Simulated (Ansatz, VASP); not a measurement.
One calculation of Si, two programs

```
Si
1.0
    -1.57811    1.57811    1.32033
     1.57811   -1.57811    1.32033
     1.57811    1.57811   -1.32033
Si
1
Cartesian
  0.0000 0.0000 0.0000
```

Change from the starting cell: strain -0.030 along x and y, +0.000 along z, atoms carried along.

Alike in both runs: task single point; functional LDA; k mesh 22 × 22 × 22; occupations gaussian, width 0.15 eV; no spin polarisation.

```csv
,VASP,Ansatz
version,VASP 6.6.1,Ansatz 0.2.0
potentials or method,"VASP PAW LDA potentials, release 64 (Si)","scalar-relativistic, plane waves, PAW"
plane-wave cutoff (eV),520,420
valence electrons in the cell,4,4
```

VASP gave:

| Quantity | Value |
| --- | --- |
| gap on the k mesh at the Fermi level (eV) | none |
| pressure (GPa) | 6.7 |
| largest component of the traceless stress (GPa) | 2.20 |

Which values does Ansatz return?

gap on the k mesh at the Fermi level (eV): none; pressure (GPa): 6.6; largest component of the traceless stress (GPa): 2.16.

A gap of «none» marks a metal or a gap that the smearing closes.
